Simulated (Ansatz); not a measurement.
HfN: moving Hf off its site

HfN, F-43m, a = 4.910 Å (as given, not relaxed at this level: -2.2 GPa). This isn't the usual stable structure of the compound. Ansatz: r2SCAN, PAW, 500 eV, Γ-centred 16×16×16 mesh on 2 atoms, Gaussian smearing 0.15 eV; no spin polarisation.

```
Hf N
1.0
     0.00000    2.45482    2.45482
     2.45482    0.00000    2.45482
     2.45482    2.45482    0.00000
Hf N
1 1
Direct
  0.00000 0.00000 0.00000
  0.75000 0.75000 0.75000
```

Atom 1 (Hf) moves by x along the unit vector (0.000, 0.000, 1.000), with its periodic images; all else is held. y is the free energy of the cell over the start, F the force along the path summed over the moved atoms. Symmetry makes y even in x.

| x (Å) | y (meV) | F (eV/Å) |
| --- | --- | --- |
| -0.1000 | ? | ? |
| -0.0500 | 14.81 | 0.59 |
| 0.0000 | 0.00 | 0.00 |
| 0.0250 | 3.74 | -0.30 |
| 0.0750 | 33.14 | -0.88 |
| 0.0875 | 45.09 | -1.03 |

Question: Fit y = c2 x² + c4 x⁴ to the energies of the other rows, give the force constant, and predict energy and force of the missing row.

Answer: Least squares on the rows shown. y = 5929.5 x² − 5550.1 x⁴. The force constant is 2 c2 = 11.9 eV/Å², for the cell as given, at -2.2 GPa (for all images moving together, not for a lone atom). With two atoms in a cubic cell this is the optical mode at Γ (in a metal it hangs on mesh and smearing): ω = 521.5 √(2 c2/μ) = 498 cm⁻¹ for μ = 12.99 u. The force −dy/dx at the missing row is 1.16 eV/Å (computed 1.18). At x = -0.1000 the fit asked for gives 58.74 meV. The run gave 58.91 meV, so the fit is 0.17 meV too low, a small miss on the scale of the series.

The cell has an odd number of electrons and ran without spin polarisation, so a magnetic or disproportionated state may lie lower. Spin–orbit coupling is left out, which can shift energies with elements as heavy as these.